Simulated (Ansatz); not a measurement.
Crystal: HfO2.

```xyz
6
Lattice="3.5580 0.0000 0.0000 0.0000 3.5580 0.0000 0.0000 0.0000 5.1719" Properties=species:S:1:pos:R:3 pbc="T T T"
Hf    0.0000    0.0000    0.0000
Hf    1.7790    1.7790    2.5859
O     0.0000    1.7790    1.0199
O     1.7790    0.0000    1.5660
O     1.7790    0.0000    4.1519
O     0.0000    1.7790    3.6059
```

Measurements of this composition are mostly on another form, of space group No. 14.

Program: Ansatz 0.2.0. Alike in all runs: potentials or basis Ansatz PAW; cell as given.

Order these runs on this cell by their pressure, lowest first.
A. level revPBE; spin off; k mesh 8 × 8 × 5; cutoff (eV) 420; smearing fermi-dirac 0.05 eV; points for each segment of the path 14
B. level BLYP; spin off; k mesh 8 × 8 × 5; cutoff (eV) 420; smearing fermi-dirac 0.05 eV; points for each segment of the path 14
C. level r2SCAN; spin SOC, no magnetisation; k mesh 6 × 6 × 4; cutoff (eV) 500; smearing fermi-dirac 0.05 eV; points for each segment of the path 14
D. level PBE; spin off; k mesh 8 × 8 × 5; cutoff (eV) 420; smearing gaussian 0.012 eV

C (3.8 GPa), D (10.0 GPa), A (13.8 GPa), B (16.8 GPa).

Caveats: the PAW data sets come from PBE, with cores solved anew for the run's functional, which leaves a small shift of forces and pressure (some runs); so large a pressure means that the cell lies far from this level's equilibrium, or that cutoff or potentials fall short (some runs).
